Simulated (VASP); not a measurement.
MgTe:

```xyz
2
Lattice="0.0000 3.2204 3.2204 3.2204 0.0000 3.2204 3.2204 3.2204 0.0000" Properties=species:S:1:pos:R:3 pbc="T T T"
Mg    3.2204    3.2204    6.4409
Te    1.6102    1.6102    1.6102
```

The cell was built by a generator and needn't be a form met in nature.

Base run:

| Property | Result |
| --- | --- |
| Program | VASP 6.6.1 |
| Functional | PBEsol |
| Potentials or basis | VASP PAW PBE potentials, release 64 (Mg, Te) |
| Cutoff | 520 eV |
| k mesh | 8 × 8 × 8 |
| Occupations | gaussian, width 0.03 eV |
| Spin | no spin polarisation |

Its results: band gap on the k mesh 2.35 eV, direct; pressure 0.0 GPa.

Problem. The run is repeated on the same cell with these changes: functional from PBEsol to LDA; potentials or basis from VASP PAW PBE potentials, release 64 (Mg, Te) to VASP PAW LDA potentials, release 64 (Mg, Te). What comes out?

Solution. Band gap on the k mesh 2.25 eV, direct; pressure -1.3 GPa.

Caveats: spin-orbit coupling is left out, which moves the levels of the heavy elements; the PAW data sets were made with another functional, which shifts forces and pressure a little (some runs).
